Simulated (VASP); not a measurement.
# CuI (F-43m) in VASP: band structure with PBE

Aim: the band structure of CuI with PBE.

Program: VASP 6.6.1. These are calculated values, not measurements. Logs are shortened: lines on timing, memory, paths and dates and some standing lists are left out, and cuts for length are marked.

### Step 1. The crystal as given

Symmetry: F-43m, No. 216, cubic system. Conventional cell: a = 6.079 Å, b = 6.079 Å, c = 6.079 Å, α = 90.00°, β = 90.00°, γ = 90.00°. Cu (site symmetry -43m) has 4 I at 2.63 Å as nearest neighbours. Around I (site symmetry -43m) lie 4 Cu at 2.63 Å.

### Step 2. Band structure, PBE

File INCAR:

```
ALGO = Normal
EDIFF = 1E-7
ENCUT = 520
GGA = PE
ISIF = 2
ISMEAR = 0
LASPH = T
LCHARG = F
LMAXMIX = 4
LREAL = F
LWAVE = F
NBANDS = 16
NELM = 60
PREC = Accurate
SIGMA = 0.02
```

File KPOINTS:

```
k-points
0
Gamma
  8 8 8
```

File POSCAR:

```
CuI
1.0
    0.0000000000      3.0395400000      3.0395400000
    3.0395400000      0.0000000000      3.0395400000
    3.0395400000      3.0395400000      0.0000000000
Cu I
1 1
Direct
    0.2500000000      0.2500000000      0.2500000000
    0.0000000000      0.0000000000      0.0000000000
```

File KPOINTS_OPT:

```
path GXWKGLUWLK,UX
10
line-mode
reciprocal
 0.0000000000  0.0000000000  0.0000000000  G
 0.5000000000  0.0000000000  0.5000000000  X

 0.5000000000  0.0000000000  0.5000000000  X
 0.5000000000  0.2500000000  0.7500000000  W

 0.5000000000  0.2500000000  0.7500000000  W
 0.3750000000  0.3750000000  0.7500000000  K

 0.3750000000  0.3750000000  0.7500000000  K
 0.0000000000  0.0000000000  0.0000000000  G

 0.0000000000  0.0000000000  0.0000000000  G
 0.5000000000  0.5000000000  0.5000000000  L

 0.5000000000  0.5000000000  0.5000000000  L
 0.6250000000  0.2500000000  0.6250000000  U

 0.6250000000  0.2500000000  0.6250000000  U
 0.5000000000  0.2500000000  0.7500000000  W

 0.5000000000  0.2500000000  0.7500000000  W
 0.5000000000  0.5000000000  0.5000000000  L

 0.5000000000  0.5000000000  0.5000000000  L
 0.3750000000  0.3750000000  0.7500000000  K

 0.6250000000  0.2500000000  0.6250000000  U
 0.5000000000  0.0000000000  0.5000000000  X
```

Potentials or basis: VASP PAW PBE potentials, release 64 (Cu, I).

On the command line:

```console
> cat potpaw_PBE.64/Cu/POTCAR potpaw_PBE.64/I/POTCAR > POTCAR
> mpirun -np 1 vasp_std > vasp.out
```

OUTCAR:

```text
EDIFF = 1E-7
   ENCUT = 520
   GGA = PE
   ISIF = 2
   ISMEAR = 0
   LASPH = T
   LREAL = F
   NELM = 60
   PREC = Accurate

 ion  position               nearest neighbor table
   1  0.250  0.250  0.250-   2 2.63   2 2.63   2 2.63   2 2.63
   2  0.000  0.000  0.000-   1 2.63   1 2.63   1 2.63   1 2.63

  LATTYP: Found a face centered cubic cell.
 ALAT       =     6.0790800000

  Lattice vectors:

 A1 = (   0.0000000000,   3.0395400000,   3.0395400000)
 A2 = (   3.0395400000,   0.0000000000,   3.0395400000)
 A3 = (   3.0395400000,   3.0395400000,   0.0000000000)

Analysis of symmetry for initial positions (statically):
=====================================================================
 Subroutine PRICEL returns:
 Original cell was already a primitive cell.

 Routine SETGRP: Setting up the symmetry group for a
 face centered cubic supercell.

 Subroutine GETGRP returns: Found 24 space group operations
 (whereof 24 operations were pure point group operations)
 out of a pool of 48 trial point group operations.

The static configuration has the point symmetry T_d .

Analysis of symmetry for dynamics (positions and initial velocities):
=====================================================================
 Subroutine PRICEL returns:
 Original cell was already a primitive cell.

 Routine SETGRP: Setting up the symmetry group for a
 face centered cubic supercell.

 Subroutine GETGRP returns: Found 24 space group operations
 (whereof 24 operations were pure point group operations)
 out of a pool of 48 trial point group operations.

The dynamic configuration has the point symmetry T_d .

 Subroutine INISYM returns: Found 24 space group operations
 (whereof 24 operations are pure point group operations),
 and found     1 'primitive' translations

----------------------------------------------------------------------------------------

                                     Primitive cell

  volume of cell :      56.1634

  direct lattice vectors                    reciprocal lattice vectors
     0.000000000  3.039540000  3.039540000    -0.164498575  0.164498575  0.164498575
     3.039540000  0.000000000  3.039540000     0.164498575 -0.164498575  0.164498575
     3.039540000  3.039540000  0.000000000     0.164498575  0.164498575 -0.164498575

  length of vectors
     4.298558691  4.298558691  4.298558691     0.284919890  0.284919890  0.284919890

  position of ions in fractional coordinates (direct lattice)
     0.250000000  0.250000000  0.250000000
     0.000000000  0.000000000  0.000000000

  ion indices of the primitive-cell ions
   primitive index   ion index
                 1           1
                 2           2

----------------------------------------------------------------------------------------

 KPOINTS: k-points

Automatic generation of k-mesh.
 Grid dimensions read from file:
 generate k-points for:    8    8    8

 Generating k-lattice:

  Cartesian coordinates                     Fractional coordinates (reciprocal lattice)
    -0.020562322  0.020562322  0.020562322     0.125000000  0.000000000  0.000000000
     0.020562322 -0.020562322  0.020562322     0.000000000  0.125000000  0.000000000
     0.020562322  0.020562322 -0.020562322     0.000000000  0.000000000  0.125000000

  Length of vectors
     0.035614986  0.035614986  0.035614986

  Shift w.r.t. Gamma in fractional coordinates (k-lattice)
     0.000000000  0.000000000  0.000000000

 Subroutine IBZKPT returns following result:
 ===========================================

 Found     29 irreducible k-points:

 Following reciprocal coordinates:
            Coordinates               Weight
  0.000000  0.000000  0.000000      1.000000
  0.125000  0.000000  0.000000      8.000000
  0.250000  0.000000  0.000000      8.000000
  0.375000  0.000000  0.000000      8.000000
  0.500000  0.000000  0.000000      4.000000
  0.125000  0.125000  0.000000      6.000000
[... 16 lines left out ...]
  0.500000  0.250000  0.125000     48.000000
 -0.375000  0.250000  0.125000     24.000000
 [... further k-points ...]
   k-points           NKPTS =     29   k-points in BZ     NKDIM =     29   number of bands    NBANDS=     16
   number of dos      NEDOS =    301   number of ions     NIONS =      2
   total plane-waves  NPLWV =  32768
   dimension x,y,z NGX =    32 NGY =   32 NGZ =   32
   dimension x,y,z NGXF=    64 NGYF=   64 NGZF=   64
   ions per type =               1   1
   NGX,Y,Z   is equivalent  to a cutoff of  12.38, 12.38, 12.38 a.u.
   NGXF,Y,Z  is equivalent  to a cutoff of  24.75, 24.75, 24.75 a.u.
 SYSTEM =  unknown system
   PREC   = accura    normal or accurate (medium, high low for compatibility)
   ISTART =      0    job   : 0-new  1-cont  2-samecut
   ICHARG =      2    charge: 1-file 2-atom 10-const
   ISPIN  =      1    spin polarized calculation?
   LNONCOLLINEAR =      F non collinear calculations
   LSORBIT =      F    spin-orbit coupling
   LASPH  =      T    aspherical Exc in radial PAW
   ENCUT  =  520.0 eV  38.22 Ry    6.18 a.u.   7.99  7.99  7.99*2*pi/ulx,y,z
   NELM   =     60;   NELMIN=  2; NELMDL= -5     # of ELM steps
   EDIFF  = 0.1E-06   stopping-criterion for ELM
   LREAL  =      F    real-space projection
   EDIFFG = 0.1E-05   stopping-criterion for IOM
   NSW    =      0    number of steps for IOM
   IBRION =     -1    ionic relax: 0-MD 1-quasi-New 2-CG
   NFREE  =      0    steps in history (QN), initial steepest desc. (CG)
   ISIF   =      2    stress and relaxation
   ISYM   =      2    0-nonsym 1-usesym 2-fastsym
   POTIM  = 0.5000    time-step for ionic-motion
   TEBEG  =    0.0;   TEEND  =   0.0 temperature during run
   PSTRESS=    0.0 pullay stress
   NELECT =      18.0000    total number of electrons
   NUPDOWN=      -1.0000    fix difference up-down
   EMIN   =  10.00;   EMAX   =-10.00  energy-range for DOS
   EFERMI =   0.00;   METHOD = LEGACY
   ISMEAR =     0;   SIGMA  =   0.02  broadening in eV -4-tet -1-fermi 0-gaus
   EFERMI_NEDOS =   21; number of points for ismear=-14 and -15
   IALGO  =     38    algorithm
   IMIX   =      4    mixing-type and parameters
     AMIX     =   0.40;   BMIX     =  1.00
     AMIX_MAG =   1.60;   BMIX_MAG =  1.00
  volume/ion in A,a.u.               =      28.08       189.50
  Fermi-wavevector in a.u.,A,eV,Ry     =   1.120335  2.117126 17.077352  1.255150
  Thomas-Fermi vector in A             =   2.256980
   LORBIT       =      0    0 simple, 1 ext, 2 COOP (PROOUT), +10 PAW based schemes
   GGA     = PE    functional components
   LHFCALC =     F    Hartree Fock is set to
   AEXX    =    0.0000 exact exchange contribution
   IVDW    =     0    specifies the selected vdW correction
   LEPSILON=     F    determine dielectric tensor
   LRPA    =     F    only Hartree local field effects (RPA)
 non-spin polarized calculation
 Gauss-broadening in eV      SIGMA  =   0.02
  energy-cutoff  :      520.00
  volume of cell :       56.16
 maximum number of plane-waves:      1540
   NGX = 15   NGY = 15   NGZ = 15

 number of electron      18.0000011 magnetization

 Free energy of the ion-electron system (eV)
  ---------------------------------------------------
  ext. energy  EPLUGINS =         0.00000000
  ---------------------------------------------------
  free energy    TOTEN  =        -5.56257960 eV

  energy without entropy =       -5.56257960  energy(sigma->0) =       -5.56257960

 E-fermi :   4.4582     XC(G=0):  -8.9001

 val. band max:        4.3449711732   @ k =   0.0000   0.0000   0.0000
 cond. band min:       5.4676045460   @ k =   0.0000   0.0000   0.0000
 fundamental gap:      1.1226333728
 Fermi energy:         4.4582335780

 k-point     1 :       0.0000    0.0000    0.0000
  band No.  band energies     occupation
      1      -9.6239      2.00000
      2       0.7419      2.00000
      3       0.7419      2.00000
      4       0.7419      2.00000
      5       2.5266      2.00000
      6       2.5266      2.00000
[... 8 lines left out ...]
     15      13.9079      0.00000
     16      13.9079      0.00000

 k-point     2 :       0.1250    0.0000    0.0000
  band No.  band energies     occupation
      1      -9.5529      2.00000
      2       0.4466      2.00000
      3       0.7472      2.00000
      4       0.7472      2.00000
      5       2.5206      2.00000
      6       2.5206      2.00000
[... 8 lines left out ...]
     15      13.2600      0.00000
     16      13.2672      0.00000

 k-point     3 :       0.2500    0.0000    0.0000
  band No.  band energies     occupation
      1      -9.3712      2.00000
      2      -0.2501      2.00000
      3       0.7571      2.00000
      4       0.7571      2.00000
      5       2.5178      2.00000
      6       2.5178      2.00000
[... 8 lines left out ...]
     15      13.0596      0.00000
     16      13.2661      0.00000

 k-point     4 :       0.3750    0.0000    0.0000
  band No.  band energies     occupation
      1      -9.1722      2.00000
      2      -0.9181      2.00000
      3       0.7622      2.00000
      4       0.7622      2.00000
      5       2.5370      2.00000
      6       2.5370      2.00000
[... 8 lines left out ...]
     15      13.9662      0.00000
     16      13.9662      0.00000

 k-point     5 :       0.5000    0.0000    0.0000
  band No.  band energies     occupation
      1      -9.0838      2.00000
      2      -1.1879      2.00000
      3       0.7627      2.00000
      4       0.7627      2.00000
      5       2.5541      2.00000
      6       2.5541      2.00000
[... 8 lines left out ...]
     15      15.1924      0.00000
     16      15.1924      0.00000

 k-point     6 :       0.1250    0.1250    0.0000
  band No.  band energies     occupation
      1      -9.5292      2.00000
      2       0.4095      2.00000
      3       0.7248      2.00000
      4       0.7248      2.00000
      5       2.4956      2.00000
      6       2.5391      2.00000
[... 8 lines left out ...]
     15      13.6795      0.00000
     16      14.0618      0.00000
[... 267 lines left out ...]
 k-point    21 :       0.5000    0.5000    0.0000
  band No.  band energies     occupation
      1      -8.9008      2.00000
      2      -1.1739      2.00000
      3       0.6290      2.00000
      4       0.6290      2.00000
      5       2.5037      2.00000
      6       2.5826      2.00000
[... 8 lines left out ...]
     15      15.5945      0.00000
     16      16.3354      0.00000

 k-point    22 :       0.3750    0.2500    0.1250
  band No.  band energies     occupation
      1      -9.2303      2.00000
      2      -0.4503      2.00000
      3       0.5248      2.00000
      4       0.7409      2.00000
      5       2.4588      2.00000
      6       2.5632      2.00000
[... 8 lines left out ...]
     15      14.5957      0.00000
     16      15.6415      0.00000

 k-point    23 :       0.5000    0.2500    0.1250
  band No.  band energies     occupation
      1      -9.0653      2.00000
      2      -0.7878      2.00000
      3       0.3023      2.00000
      4       0.7259      2.00000
      5       2.4813      2.00000
      6       2.5417      2.00000
[... 8 lines left out ...]
     15      14.9662      0.00000
     16      15.8003      0.00000

 k-point    24 :      -0.3750    0.2500    0.1250
  band No.  band energies     occupation
      1      -8.9930      2.00000
      2      -0.9311      2.00000
      3       0.2056      2.00000
      4       0.7126      2.00000
      5       2.4640      2.00000
      6       2.5379      2.00000
[... 8 lines left out ...]
     15      15.0752      0.00000
     16      15.6235      0.00000

 [... further k-points ...]

------------------------ aborting loop because EDIFF is reached ----------------------------------------

  FORCE on cell =-STRESS in cart. coord.  units (eV):
  Direction    XX          YY          ZZ          XY          YZ          ZX
  --------------------------------------------------------------------------------------
  -------------------------------------------------------------------------------------
  Total        0.0081587      0.0081587      0.0081587      0.0000000      0.0000000     -0.0000000
  in kB        0.2327441      0.2327441      0.2327441      0.0000000      0.0000000     -0.0000000
  external PRESSURE =       0.2327441 kB  Pullay stress =       0.0000000 kB

 VOLUME and BASIS-vectors are now :
 -----------------------------------------------------------------------------
  energy-cutoff  :      520.00
  volume of cell :       56.16
      direct lattice vectors                 reciprocal lattice vectors
     0.000000000  3.039540000  3.039540000    -0.164498575  0.164498575  0.164498575
     3.039540000  0.000000000  3.039540000     0.164498575 -0.164498575  0.164498575
     3.039540000  3.039540000  0.000000000     0.164498575  0.164498575 -0.164498575

 POSITION                                       TOTAL-FORCE (eV/Angst)
 -----------------------------------------------------------------------------------
      1.51977      1.51977      1.51977         0.000000      0.000000      0.000000
      0.00000      0.00000      0.00000        -0.000000     -0.000000     -0.000000
 -----------------------------------------------------------------------------------
    total drift:                                0.000001      0.000001      0.000001

  FREE ENERGIE OF THE ION-ELECTRON SYSTEM (eV)
  ---------------------------------------------------
  free  energy   TOTEN  =        -5.5625795968 eV

  energy  without entropy=       -5.5625795968  energy(sigma->0) =       -5.56257960
```

Run time: 97 s. Hardware: 1 thread of AMD EPYC 7R43 (Zen 3), shared host; peak memory 0.16 GiB.

Results:

* Free energy: -5.5626 eV
* Pressure: 0.0 GPa
* Band gap on the k mesh: 1.12 eV, direct
* Band gap along the path: 1.12 eV, direct

Levels at the corners of the path, in eV from the valence-band top:
```tsv
point	band 6	band 7	band 8	band 9	band 10	band 11	band 12	band 13
Γ	-1.82	0.00	0.00	0.00	1.12	4.88	4.88	4.88
X	-1.76	-1.73	-1.47	-1.47	2.73	2.91	9.14	9.72
X	-1.76	-1.73	-1.47	-1.47	2.73	2.91	9.14	9.72
W	-1.86	-1.74	-1.57	-1.23	4.47	4.65	6.01	6.37
W	-1.86	-1.74	-1.57	-1.23	4.47	4.65	6.01	6.37
K	-1.79	-1.68	-1.48	-1.22	3.10	4.61	7.50	7.82
K	-1.79	-1.68	-1.48	-1.22	3.10	4.61	7.50	7.82
Γ	-1.82	0.00	0.00	0.00	1.12	4.88	4.88	4.88
Γ	-1.82	0.00	0.00	0.00	1.12	4.88	4.88	4.88
L	-1.79	-1.75	-0.70	-0.70	2.15	5.41	5.41	7.39
L	-1.79	-1.75	-0.70	-0.70	2.15	5.41	5.41	7.39
U	-1.79	-1.68	-1.48	-1.22	3.10	4.61	7.50	7.82
U	-1.79	-1.68	-1.48	-1.22	3.10	4.61	7.50	7.82
W	-1.86	-1.74	-1.57	-1.23	4.47	4.65	6.01	6.37
W	-1.86	-1.74	-1.57	-1.23	4.47	4.65	6.01	6.37
L	-1.79	-1.75	-0.70	-0.70	2.15	5.41	5.41	7.39
L	-1.79	-1.75	-0.70	-0.70	2.15	5.41	5.41	7.39
K	-1.79	-1.68	-1.48	-1.22	3.10	4.61	7.50	7.82
U	-1.79	-1.68	-1.48	-1.22	3.10	4.61	7.50	7.82
X	-1.76	-1.73	-1.47	-1.47	2.73	2.91	9.14	9.72
```

Caveat: spin-orbit coupling is left out, which moves the levels of the heavy elements.
